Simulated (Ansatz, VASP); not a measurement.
# CdTe: VASP beside Ansatz

```
Cd Te
1.0
     4.97987    0.00000    0.00000
    -2.48993    4.31269    0.00000
     0.00000    0.00000    6.75213
Cd Te
2 2
Cartesian
  0.0000 2.8751 1.6880
  2.4899 1.4376 5.0641
  2.4899 1.4376 1.6880
  0.0000 2.8751 5.0641
```

Alike in both runs: task single point; functional r2SCAN; k mesh 6 × 6 × 4; occupations fermi-dirac, width 0.02 eV; no spin polarisation.

|  | VASP | Ansatz |
| --- | --- | --- |
| version | VASP 6.6.1 | Ansatz 0.2.0 |
| potentials or method | VASP PAW PBE potentials, release 64 (Cd, Te) | plane waves, PAW |
| plane-wave cutoff (eV) | 520 | 500 |
| valence electrons in the cell | 36 | 72 |

```tsv
	VASP	Ansatz	Ansatz less VASP
pressure (GPa)	-2.0	-2.1	-0.10
largest component of the traceless stress (GPa)	0.60	0.62	+0.027
```

The two sets of potentials don't hold the same shells in valence.

Caveats: the PAW data sets were made with another functional, which shifts forces and pressure a little (VASP).
